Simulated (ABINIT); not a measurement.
PbS (Galena), 2 atoms in the cell. The structure is cubic, space group Fm-3m (No. 225). Conventional cell: a = 5.931 Å, b = 5.931 Å, c = 5.931 Å, α = 90.00°, β = 90.00°, γ = 90.00°. Pb (site symmetry m-3m) has 6 S at 2.97 Å as nearest neighbours. S (site symmetry m-3m) has 6 Pb at 2.97 Å as nearest neighbours. 

```yaml
Program: ABINIT 10.8.3 (patched build)
Task: single point
Functional: PBE
Potentials_or_basis: PseudoDojo NC SR PBE v0.4.1 standard
Cutoff: 653 eV
k_mesh: 6 × 6 × 6
Occupations: fermi-dirac, width 0.05 eV
Spin: no spin polarisation
```

Potentials or basis: PseudoDojo NC SR PBE v0.4.1 standard.

Run with:

```sh
$ abinit run.abi > log 2>&1
```

Hardware: 1 thread of Arm Neoverse V1, with other jobs on the host.

Question: How long does it take, and how much memory?

Answer: Wall time 14 s on 1 thread of Arm Neoverse V1, with other jobs on the host, peak memory 0.07 GiB. Counts: scf iterations 9, k points 16, bands 14, plane waves 1994.
